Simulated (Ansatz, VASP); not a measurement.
## One calculation of ZnSe (Stilleite), two programs

File INCAR:

```
ALGO = Normal
EDIFF = 1E-7
ENCUT = 520
GGA = PE
ISIF = 2
ISMEAR = 0
LASPH = True
LCHARG = True
LELF = True
LREAL = False
LVHAR = True
LWAVE = False
NBANDS = 16
NELM = 100
PREC = Accurate
SIGMA = 0.01
```

The input KPOINTS:

```
k-points
0
Gamma
  6 6 6
```

File POSCAR:

```
ZnSe
1.0
    0.0000000000      2.7857602109      2.7857602109
    2.7857602109      0.0000000000      2.7857602109
    2.7857602109      2.7857602109      0.0000000000
Zn Se
1 1
Direct
    0.0000000000      0.0000000000      0.0000000000
    0.2500000000      0.2500000000      0.2500000000
```

Input for Ansatz:

```yaml
crystal:
  lattice:
    - [0.0, 2.7857602109265787, 2.7857602109265787]
    - [2.7857602109265787, 0.0, 2.7857602109265787]
    - [2.7857602109265787, 2.7857602109265787, 0.0]
  atoms:
    - { symbol: Zn, position: [0.0, 0.0, 0.0] }
    - { symbol: Se, position: [0.25, 0.25, 0.25] }
basis:
  ecutwfc: 500.0
kpoints:
  mp_grid:
    grid: [6, 6, 6]
hamiltonian:
  xc: pbe
scf:
  occupations:
    method: fixed
output:
  stress: true
```

Alike in both runs: task single point; functional PBE; k mesh 6 × 6 × 6; no spin polarisation.

|  | VASP | Ansatz |
| --- | --- | --- |
| version | VASP 6.6.1 | Ansatz 0.2.0 |
| potentials or method | VASP PAW PBE potentials, release 64 (Zn, Se) | plane waves, PAW |
| plane-wave cutoff (eV) | 520 | 500 |
| occupations | gaussian, width 0.01 eV | fixed |
| valence electrons in the cell | 18 | 28 |

|  | VASP | Ansatz | Ansatz less VASP |
| --- | --- | --- | --- |
| pressure (GPa) | 6.2 | 5.9 | -0.29 |

The two sets of potentials don't hold the same shells in valence.
